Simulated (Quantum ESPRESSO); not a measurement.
The B K edge of atom 2 in BN (Qingsongite, F-43m), with 4 N at 1.57 Å (tetrahedral, site symmetry -43m), was computed in 3 ways: full core hole (charged cell), half core hole and no core hole. Program and functional: Quantum ESPRESSO XSpectra, LDA, Lorentzian half width 0.4 eV; cells of 2 and 16 atoms (the run without a hole in the smaller).

Each run is counted from its own lowest empty level or Fermi level and scaled to a mean of 1 over its first 20 eV. (XSpectra's own axis starts at xe0, in the gap; it has been shifted.)

```csv
E (eV),run 1,run 2,run 3
-2.00,0.05,0.03,0.09
-1.25,0.07,0.04,0.13
-0.50,0.10,0.06,0.23
0.25,0.21,0.11,0.59
1.00,0.43,0.19,1.60
1.75,0.78,0.31,2.46
2.50,1.26,0.44,2.15
3.25,1.58,0.67,2.85
4.00,2.14,1.03,2.87
4.75,2.40,1.43,1.74
5.50,2.20,1.66,1.37
6.25,2.26,2.08,1.20
7.00,1.55,2.01,0.82
7.75,1.35,1.88,0.74
8.50,1.07,1.76,0.67
9.25,1.07,1.30,0.78
10.00,1.19,1.82,0.79
10.75,1.22,1.76,0.67
11.50,0.83,1.52,0.42
12.25,0.65,1.55,0.43
13.00,0.37,0.78,0.27
13.75,0.31,0.50,0.24
14.50,0.44,0.60,0.35
15.25,0.52,0.65,0.44
16.00,0.37,0.55,0.34
16.75,0.38,0.37,0.38
17.50,0.36,0.43,0.34
18.25,0.37,0.34,0.42
19.00,0.47,0.35,0.62
19.75,1.02,0.69,1.35
20.50,2.11,1.33,1.91
21.25,2.48,2.74,1.40
22.00,1.35,3.54,0.59
22.75,0.61,1.97,0.33
23.50,0.43,0.98,0.23
24.25,0.29,0.67,0.19
25.00,0.21,0.44,0.14
25.75,0.23,0.36,0.15
26.50,0.18,0.29,0.14
27.25,0.17,0.31,0.13
28.00,0.26,0.32,0.19
28.75,0.38,0.56,0.27
29.50,0.42,0.61,0.35
30.25,0.25,0.37,0.20
31.00,0.13,0.17,0.11
31.75,0.12,0.17,0.09
```

Which run is which?

Run 1: half core hole (area from −2 to 6 eV 8.7, main maxima 4.4 eV (2.52), 6.1 eV (2.29), 10.5 eV (1.26) and 20.9 eV (2.64)). Run 2: no core hole (area from −2 to 6 eV 4.7, main maxima 6.6 eV (2.20), 10.3 eV (2.02), 11.9 eV (1.86) and 22.0 eV (3.56)). Run 3: full core hole (charged cell) (area from −2 to 6 eV 12.3, main maxima 1.6 eV (2.51), 3.6 eV (3.28), 9.6 eV (0.87) and 20.6 eV (1.92)). With each curve scaled to its own mean, the area from −2 to 6 eV with the hole is 12.3 against 4.7, and the centre of weight from −1 to 20 eV moves by -2.6 eV: the hole pulls the absorber's empty states down.

[Banner, clock and machine lines of the logs are left out without a mark of their own.]

[Logs are printed without paths, hosts, clocks, repeated set-up lines and the standing remarks that a program may print on its own settings, such as how far it seeks lower states.]

[Hosts, paths, dates, database ids (printed as entryN), source tags and the programs' standing remarks are cut or masked in the printed files.]

[Lists of maxima count a maximum above −3 eV only where it reaches 4 % of the highest in the window and stands out from its surroundings by 2 % of it (1.5 % where it reaches 55 %); shoulders and weaker maxima are passed over, and of the rest the first, up to two pre-edge ones and the few strongest are named.]
